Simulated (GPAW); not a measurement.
# CdSe (F-43m): G0W0 on several meshes in GPAW

How does the mesh move the gap of CdSe (F-43m)?

Calculated with GPAW 26.7.0; PBE and many-body steps on it, plane waves.

### Step 1. Set-up

Symmetry: F-43m, No. 216, cubic system. Conventional cell: a = 6.141 Å, b = 6.141 Å, c = 6.141 Å, α = 90.00°, β = 90.00°, γ = 90.00°. Cd has 4 Se at 2.66 Å nearest. Nearest to Se lie 4 Cd at 2.66 Å. Farther neighbours and most contacts between anions are not listed.

Structure file:

```
Cd Se
1.0
     0.00000    3.07027    3.07027
     3.07027    0.00000    3.07027
     3.07027    3.07027    0.00000
Cd Se
1 1
Direct
  0.00000 0.00000 0.00000
  0.75000 0.75000 0.75000
```

The cell and positions are those that the Materials Project relaxed with its own functionals (PBE, PBE+U or r2SCAN), kept fixed.

### Step 2. Empty states on the mesh, 4×4×4 mesh, 692 bands

This step: GPAW 26.7.0; DFT, PBE, plane waves, PAW.

The sums over transitions need many empty states on a uniform mesh; this step solves for them.

Input file run.py:

```python
import json
import numpy as np
from gpaw.mpi import world
from gpaw import GPAW

calc = GPAW('gs.gpw').fixed_density(kpts={'size': (4, 4, 4), 'gamma': True},
    parallel={'domain': 1, 'band': 1},
    txt='nscf.txt')
calc.diagonalize_full_hamiltonian(nbands=692)
calc.write('full.gpw', mode='all')
res = {}
kpts = calc.get_ibz_k_points()
res['kpts'] = kpts
res['eigenvalues'] = [calc.get_eigenvalues(kpt=k) for k in range(len(kpts))]
res['n_electrons'] = calc.get_number_of_electrons()

if world.rank == 0:
    with open('result.json', 'w') as f:
        json.dump(res, f, default=lambda x: x.tolist())
```

The run is started by

```console
> mpirun -n 4 gpaw python run.py
```

Numbers of over 12 decimals in the logs are rounded to 6 here.

Output:

```text
Diagonalizing LCAO Hamiltonian
Converting LCAO to pw mode
convergence criteria:
- Maximum integral of absolute [eigenst]ate change: 4e-08 eV^2 / valence electron
maximum number of iterations: 100

SCF iterations
|iter     |     time |      energy | eigst |  dens |
|iter:   1|  |             | +0.79 |       |
|iter:   2|  |             | -0.93 |       |
|iter:   3|  |             | -2.54 |       |
[...]
|iter:   7|  |             | -7.29 |       |
|iter:   8|  |             | -7.25 |       |
|iter:   9|  |             | -7.75c|       |
SCF steps: 9
  __  _  _
 | _ |_)|_||  |
 |__||  | ||/\| - 26.7.0

Input parameters:
  mode=PW(ecut=450.000000),
  convergence={'density': 1e-06, 'bands': -3},
  gpts=array([24, 24, 24]),
  kpts=MonkhorstPack(size=(4, 4, 4), gamma=True),
  maxiter=100,
  nbands=16,
  occupations=Occupations(name='fermi-dirac', width=0.001, fixmagmom=False),
  parallel={'domain': 1, 'band': 1},
  xc=XC(name='PBE')
Matrix size: 1283x1283
# Writing to full.gpw (mode='all')
  [... matrices ...]

timing:  # [seconds]
  Total: 6.026  # ━━━━━━━━━━━━━━━━━━━━━━━━━━━━━━━━━━━━━━━━━━━━━━━━━━━━━━━━━━━
```

Run time: 12 s. Hardware: 4 MPI ranks of Intel Xeon 6975P-C (Granite Rapids), shared host; peak memory 1.2 GiB; 45 s of CPU time.

This step gave:

```yaml
gap: 0.5427 eV
k_of_the_valence_top: 0, 0, 0
k_of_the_conduction_bottom: 0, 0, 0
least_direct_gap: 0.5427 eV
k_points_computed: 8
lowest_point_of_the_top_converged_band_above_the_valence_top: 289.1974 eV
```

On this mesh the gap is 0.543 eV.

### Step 3. 4×4×4

Now the one-shot GW correction: screening in the RPA, then the self-energy of the levels asked for.

This step: G0W0 on PBE, plane waves, PAW.

Input file run.py:

```python
import json
import numpy as np
from gpaw.mpi import world
from gpaw.response.g0w0 import G0W0

gw = G0W0('full.gpw',
    filename='gw',
    kpts=[0],
    bands=(7, 11),
    ecut=90,
    nbands=112,
    integrate_gamma='WS',
    ppa=True)
gw.calculate()
res = {mode: {k: v for k, v in r.items() if k != 'sigma_eskwn'}
       for mode, r in gw.all_results.items()}

if world.rank == 0:
    with open('result.json', 'w') as f:
        json.dump(res, f, default=lambda x: x.tolist())
```

The run is started by

```console
> mpirun -n 4 gpaw python run.py
```

Output:

```text
Using integrator: PointIntegrator
FrequencyGridDescriptor(from 0.000+0.000j to 0.000+27.211j eV, 2 points)
Nonperiodic BCs:  [False False False]
Using integrator: PointIntegrator
FrequencyGridDescriptor(from 0.000+0.000j to 0.000+27.211j eV, 2 points)
Nonperiodic BCs:  [False False False]
  ___  _ _ _
 |   || | | |
 | | || | | |
 |__ ||_____|
 |___|

BZ k-points: Symmetries present (total): 24

  [... matrices ...]
64 k-points: 4 x 4 x 4 Monkhorst-Pack grid + [1/8,1/8,1/8]
8 k-points in the irreducible part of the Brillouin zone
       k-points in crystal coordinates                weights
   0:     0.00000000    0.00000000    0.00000000          1/64
   1:     0.25000000    0.25000000    0.00000000          6/64
   2:     0.25000000    0.25000000    0.25000000          8/64
   3:     0.50000000    0.25000000   -0.25000000          6/64
   4:     0.50000000    0.25000000    0.25000000         12/64
   5:     0.50000000    0.50000000    0.00000000          3/64
   6:     0.50000000    0.50000000    0.25000000         24/64
   7:     0.50000000    0.50000000    0.50000000          4/64

Distributing spins, k-points and bands (1 x 1 x 4) over 4 processes
Number of blocks: 1

Quasi particle states:
k-points (IBZ indices): [0]
Band range: (7, 11)
  [... matrices ...]
Computational parameters:
Plane wave cut-off: 90 eV
Number of bands: 112
Coulomb cutoff: None
Broadening: 0.1 eV

fxc modes: GW
Kernel: RPA
Using Godby-Needs plasmon-pole approximation:
  Fitting energy: i*E0, E0 = 1.000 Hartree
Summing all q:

Calculating screened Coulomb potential
No Coulomb truncation
FrequencyGridDescriptor(from 0.000+0.000j to 0.000+27.211j eV, 2 points)
Removing empty qpoint cache files...

Calculating chi0 body with:
    Ground state adapter containing:
    Number of spins: 1
    Number of kpoints: 64
    Number of irreducible kpoints: 8
    Number of completely occupied states: 9
    Number of partially occupied states: 9
    Occupied states memory: 1.8984375 M / cpu

    Linear response parametrization:
    q_c: [0.0, 0.0, 0.0]
    Number of frequency points: 2
    Planewave cutoff: 90.0
    Number of bands: 112
    Number of planewaves: 113
    Broadening (eta): 1e-06
    comm.size: 4
    kncomm.size: 4
    blockcomm.size: 1

    Memory estimate of potentially large arrays:
        chi0_wGG: 0.389679 M / cpu
Integrating chi0 body.

Symmetries of q_c:
    Direct symmetries (Uq -> q): 24
    Indirect symmetries (TUq -> q): 24
In total 48 allowed symmetries.

  [... matrices ...]
8 groups of equivalent kpoints. 87.5% reduction.

Integral kind: response function
Integrating chi0 head and wings.

Symmetries of q_c:
    Direct symmetries (Uq -> q): 24
    Indirect symmetries (TUq -> q): 24
In total 48 allowed symmetries.

  [... matrices ...]
8 groups of equivalent kpoints. 87.5% reduction.

Integral kind: response function wings

Calculating chi0 body with:
    Ground state adapter containing:
    Number of spins: 1
    Number of kpoints: 64
    Number of irreducible kpoints: 8
    Number of completely occupied states: 9
    Number of partially occupied states: 9
    Occupied states memory: 1.8984375 M / cpu

    Linear response parametrization:
[... the further q-points ...]

Results:
f:      Occupation numbers
eps:     KS-eigenvalues [eV]
vxc:     KS vxc [eV]
exx:     Exact exchange [eV]
sigma:   Self-energies [eV]
dsigma:  Self-energy derivatives
Z:       Renormalization factors
qp:      QP-energies [eV]

k-point 0 (0): (0.000, 0.000, 0.000)                GW
band       f     eps     vxc     exx   sigma  dsigma       Z      qp
                                                                   GW
   7   1.000   3.338 -17.244 -19.780   1.992  -0.273   0.786   2.910
   8   1.000   3.338 -17.244 -19.780   1.992  -0.273   0.786   2.910
   9   0.000   3.880 -12.616  -8.985  -3.317  -0.239   0.807   4.134
  10   0.000   9.246 -11.024  -6.476  -4.207  -0.248   0.801   9.520
```

It took 29 s on 4 MPI ranks; peak memory 1.3 GiB; 1.9 min of CPU time.

Numbers from this step:

```
G0W0 gap on the points computed              : 1.224 eV
least direct G0W0 gap on the computed points : 1.224 eV
Z at the valence top                         : 0.7855
Z at the conduction bottom                   : 0.8074
starting gap on the mesh                     : 0.5427 eV
k of the valence top                         : 0, 0, 0
k of the conduction bottom                   : 0, 0, 0
```

The gap on the mesh goes from 0.54 eV to 1.22 eV, a correction of +0.68 eV.

### Step 4. Empty states on the mesh, 6×6×6 mesh, 122 bands

This step: DFT, PBE, plane waves, PAW.

Input file run.py:

```python
import json
import numpy as np
from gpaw.mpi import world
from gpaw import GPAW

calc = GPAW('gs.gpw').fixed_density(kpts={'size': (6, 6, 6), 'gamma': True},
    parallel={'domain': 1, 'band': 1},
    txt='nscf.txt')
calc.diagonalize_full_hamiltonian(nbands=122)
calc.write('full.gpw', mode='all')
res = {}
kpts = calc.get_ibz_k_points()
res['kpts'] = kpts
res['eigenvalues'] = [calc.get_eigenvalues(kpt=k) for k in range(len(kpts))]
res['n_electrons'] = calc.get_number_of_electrons()

if world.rank == 0:
    with open('result.json', 'w') as f:
        json.dump(res, f, default=lambda x: x.tolist())
```

The run is started by

```console
> mpirun -n 4 gpaw python run.py
```

Output:

```text
Diagonalizing LCAO Hamiltonian
Converting LCAO to pw mode
convergence criteria:
- Maximum integral of absolute [eigenst]ate change: 4e-08 eV^2 / valence electron
maximum number of iterations: 100

SCF iterations
|iter     |     time |      energy | eigst |  dens |
|iter:   1|  |             | +0.78 |       |
|iter:   2|  |             | -0.87 |       |
|iter:   3|  |             | -2.36 |       |
|iter:   4|  |             | -3.59 |       |
|iter:   5|  |             | -4.75 |       |
|iter:   6|  |             | -5.83 |       |
|iter:   7|  |             | -6.92 |       |
|iter:   8|  |             | -7.54c|       |
SCF steps: 8
  __  _  _
 | _ |_)|_||  |
 |__||  | ||/\| - 26.7.0

Input parameters:
  mode=PW(ecut=450.000000),
  convergence={'density': 1e-06, 'bands': -3},
  gpts=array([24, 24, 24]),
  kpts=MonkhorstPack(size=(6, 6, 6), gamma=True),
  maxiter=100,
  nbands=16,
  occupations=Occupations(name='fermi-dirac', width=0.001, fixmagmom=False),
  parallel={'domain': 1, 'band': 1},
  xc=XC(name='PBE')
Matrix size: 1278x1278
# Writing to full.gpw (mode='all')
  [... matrices ...]

timing:  # [seconds]
  Total: 9.752  # ━━━━━━━━━━━━━━━━━━━━━━━━━━━━━━━━━━━━━━━━━━━━━━━━━━━━━━━━━━━
```

Wall time 16 s (4 MPI ranks); peak memory 1.3 GiB.

Numbers from this step:

```
gap                                                           : 0.5427 eV
k of the valence top                                          : 0, 0, 0
k of the conduction bottom                                    : 0, 0, 0
least direct gap                                              : 0.5427 eV
k points computed                                             : 16
lowest point of the top converged band, above the valence top : 80.5657 eV
```

On this mesh the gap is 0.543 eV.

### Step 5. 6×6×6

This step: G0W0 on PBE, plane waves, PAW.

Input file run.py:

```python
import json
import numpy as np
from gpaw.mpi import world
from gpaw.response.g0w0 import G0W0

gw = G0W0('full.gpw',
    filename='gw',
    kpts=[0],
    bands=(7, 11),
    ecut=90,
    nbands=112,
    integrate_gamma='WS',
    ppa=True)
gw.calculate()
res = {mode: {k: v for k, v in r.items() if k != 'sigma_eskwn'}
       for mode, r in gw.all_results.items()}

if world.rank == 0:
    with open('result.json', 'w') as f:
        json.dump(res, f, default=lambda x: x.tolist())
```

The run is started by

```console
> mpirun -n 4 gpaw python run.py
```

Output:

```text
Using integrator: PointIntegrator
FrequencyGridDescriptor(from 0.000+0.000j to 0.000+27.211j eV, 2 points)
Nonperiodic BCs:  [False False False]
Using integrator: PointIntegrator
FrequencyGridDescriptor(from 0.000+0.000j to 0.000+27.211j eV, 2 points)
Nonperiodic BCs:  [False False False]
  ___  _ _ _
 |   || | | |
 | | || | | |
 |__ ||_____|
 |___|

BZ k-points: Symmetries present (total): 24

  [... matrices ...]
216 k-points: 6 x 6 x 6 Monkhorst-Pack grid + [1/12,1/12,1/12]
16 k-points in the irreducible part of the Brillouin zone
       k-points in crystal coordinates                weights
   0:     0.00000000    0.00000000    0.00000000          1/216
   1:     0.16666667    0.16666667    0.00000000          6/216
   2:     0.16666667    0.16666667    0.16666667          8/216
[...]
9:     0.50000000    0.33333333   -0.16666667         12/216
          ...
  15:     0.50000000    0.50000000    0.50000000          4/216

Distributing spins, k-points and bands (1 x 1 x 4) over 4 processes
Number of blocks: 1

Quasi particle states:
k-points (IBZ indices): [0]
Band range: (7, 11)
  [... matrices ...]
Computational parameters:
Plane wave cut-off: 90 eV
Number of bands: 112
Coulomb cutoff: None
Broadening: 0.1 eV

fxc modes: GW
Kernel: RPA
Using Godby-Needs plasmon-pole approximation:
  Fitting energy: i*E0, E0 = 1.000 Hartree
Summing all q:

Calculating screened Coulomb potential
No Coulomb truncation
FrequencyGridDescriptor(from 0.000+0.000j to 0.000+27.211j eV, 2 points)
Removing empty qpoint cache files...

Calculating chi0 body with:
    Ground state adapter containing:
    Number of spins: 1
    Number of kpoints: 216
    Number of irreducible kpoints: 16
    Number of completely occupied states: 9
    Number of partially occupied states: 9
    Occupied states memory: 1.8984375 M / cpu

    Linear response parametrization:
    q_c: [1.3877787807814457e-17, 1.3877787807814457e-17, 1.3877787807814457e-17]
    Number of frequency points: 2
    Planewave cutoff: 90.0
    Number of bands: 112
    Number of planewaves: 113
    Broadening (eta): 1e-06
    comm.size: 4
    kncomm.size: 4
    blockcomm.size: 1

    Memory estimate of potentially large arrays:
        chi0_wGG: 0.389679 M / cpu
Integrating chi0 body.

Symmetries of q_c:
    Direct symmetries (Uq -> q): 24
    Indirect symmetries (TUq -> q): 24
In total 48 allowed symmetries.

  [... matrices ...]
16 groups of equivalent kpoints. 92.592593% reduction.

Integral kind: response function
Integrating chi0 head and wings.

Symmetries of q_c:
    Direct symmetries (Uq -> q): 24
    Indirect symmetries (TUq -> q): 24
In total 48 allowed symmetries.

  [... matrices ...]
16 groups of equivalent kpoints. 92.592593% reduction.

Integral kind: response function wings

Calculating chi0 body with:
    Ground state adapter containing:
    Number of spins: 1
    Number of kpoints: 216
    Number of irreducible kpoints: 16
    Number of completely occupied states: 9
    Number of partially occupied states: 9
[... the further q-points ...]

Results:
f:      Occupation numbers
eps:     KS-eigenvalues [eV]
vxc:     KS vxc [eV]
exx:     Exact exchange [eV]
sigma:   Self-energies [eV]
dsigma:  Self-energy derivatives
Z:       Renormalization factors
qp:      QP-energies [eV]

k-point 0 (0): (0.000, 0.000, 0.000)                GW
band       f     eps     vxc     exx   sigma  dsigma       Z      qp
                                                                   GW
   7   1.000   3.338 -17.244 -19.631   1.825  -0.267   0.789   2.893
   8   1.000   3.338 -17.244 -19.631   1.825  -0.267   0.789   2.893
   9   0.000   3.880 -12.616  -9.285  -3.015  -0.232   0.812   4.137
  10   0.000   9.246 -11.024  -6.503  -4.136  -0.243   0.804   9.557
```

It took 2.2 min on 4 MPI ranks; peak memory 1.6 GiB.

This step gave:

- G0W0 gap on the points computed: 1.244 eV
- least direct G0W0 gap on the computed points: 1.244 eV
- Z at the valence top: 0.7891
- Z at the conduction bottom: 0.8116
- starting gap on the mesh: 0.5427 eV
- k of the valence top: 0, 0, 0
- k of the conduction bottom: 0, 0, 0

Against G0W0 in GPAW (4×4×4 mesh, 112 bands, screening to 90 eV, Godby-Needs plasmon pole), the gap moves by +0.020 eV.

### Step 6. The runs together

Times are wall times on 4 MPI ranks of Intel Xeon 6975P-C (Granite Rapids), shared host, good to a factor of about two.

```
  run   mesh  bands  screening cutoff (eV)  DFT gap (eV)  gap on the mesh (eV)  direct (eV)     time
4×4×4  4×4×4    112                     90         0.543                 1.224        1.224     29 s
6×6×6  6×6×6    112                     90         0.543                 1.244        1.244  2.2 min
```

### Step 7. Results

- 4×4×4: 1.224 eV
- 6×6×6: 1.244 eV
- known limits: not at the basis limit; no spin-orbit coupling; coarse k mesh

In words: 6×6×6: +0.020 eV against 4×4×4. Bands and cutoff are finite, so the gap is not at the basis limit. The miss can reach some tenths of an eV and take either sign; the mesh is an error of its own. These stock PAW sets were not made for GW; the filled d or f shell of Se lies in the frozen core, which bears on start and correction. In the G0W0 runs levels were corrected at 1 k point alone, so a gap called «on the mesh» is the least over those, and an edge elsewhere would be missed. The 4×4×4 mesh is coarse for this cell, which bears on the long-range parts of exchange and screening. The many-body steps are scalar-relativistic: spin-orbit coupling is not in them.

[Paths, hosts, dates, memory and timing lines, banners, echoed tables and standing remarks are left out of the program output.]

[Logs are printed without paths, hosts, clocks, repeated set-up lines and the standing remarks that a program may print on its own settings, such as how far it seeks lower states.]

[Runs of the session that timed out or met a known fault of the program may be left out.]

[Hosts, paths, dates, database ids (printed as entryN), source tags and the programs' standing remarks are cut or masked in the printed files.]
